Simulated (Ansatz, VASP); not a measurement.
This is a calculation of Be for Ansatz 0.2.0. This isn't the form of Be at room conditions, which is hcp.

Contents of input.yaml:

```yaml
crystal:
  lattice:
    - [2.02081, 0.0, 0.0]
    - [0.0, 2.02081, 0.0]
    - [0.0, 0.0, 2.66164]
  atoms:
    - { symbol: Be, position: [0.0, 0.0, 0.5] }
hamiltonian:
  xc: pbesol
  pseudopotentials: { kind: paw }
kpoints:
  mp_grid: { grid: [13, 13, 10] }
scf:
  occupations: { method: fermi_dirac, width: 0.05 }
output:
  forces: true
  stress: true
  eigenvalues: true
relax:
  f_tol: 0.01
  max_steps: 40
  cell: { stress_tol: 0.05 }
```

Potentials or basis: Ansatz PAW.

Launch:

```bash
$ ansatz run input.yaml --threads 2 --pin off --max-ram 5632MiB --backend cpu --events-out ev --progress --plain --runs-dir out
```

Problem. Set up the same calculation for VASP 6.6.1. Potentials or basis there: PBE PAW files Be, 600 eV.

Solution. As run (cutoffs and basis follow the program's own potentials, and thresholds, step limits or extra output files can differ):

The input INCAR:

```
ALGO = Normal
EDIFF = 1E-6
EDIFFG = -0.01
ENCUT = 600
GGA = PS
IBRION = 2
ISIF = 3
ISMEAR = -1
LASPH = True
LCHARG = False
LREAL = False
LWAVE = False
NELM = 60
NSW = 60
PREC = Accurate
SIGMA = 0.05
```

File KPOINTS:

```
k-points
0
Gamma
  13 13 10
```

Contents of POSCAR:

```
Be
1.0
    2.0208100000      0.0000000000      0.0000000000
    0.0000000000      2.0208100000      0.0000000000
    0.0000000000      0.0000000000      2.6616400000
Be
1
Direct
    0.0000000000      0.0000000000      0.5000000000
```

Potentials or basis: VASP PAW PBE potentials, release 64 (Be).

Launch:

```sh
$ cat potpaw_PBE.64/Be/POTCAR > POTCAR
$ mpirun -np 1 vasp_std > vasp.out
```

Both were run:

|  | Ansatz | VASP |
| --- | --- | --- |
| Relaxed volume | 10.70 Å³/atom | 10.73 Å³/atom |
| Relaxed cell | a = 2.018 Å, b = 2.018 Å, c = 2.629 Å, α = 90.00°, β = 90.00°, γ = 90.00° | a = 2.019 Å, b = 2.019 Å, c = 2.631 Å, α = 90.00°, β = 90.00°, γ = 90.00° |
| Space group after relaxing | P4/mmm (No. 123) | P4/mmm (No. 123) |
| Pressure after relaxing | 0.0 GPa | 0.0 GPa |

Ansatz's pressure holds a Pulay term of +0.02 GPa for its cutoff of 420 eV, which the other run lacks.

Ansatz's potentials were made for PBE. VASP's potentials were made for PBE.

Where Ansatz's input types no cutoff or centring, it takes its own default and a Γ-centred mesh.

Pressure is positive in compression.
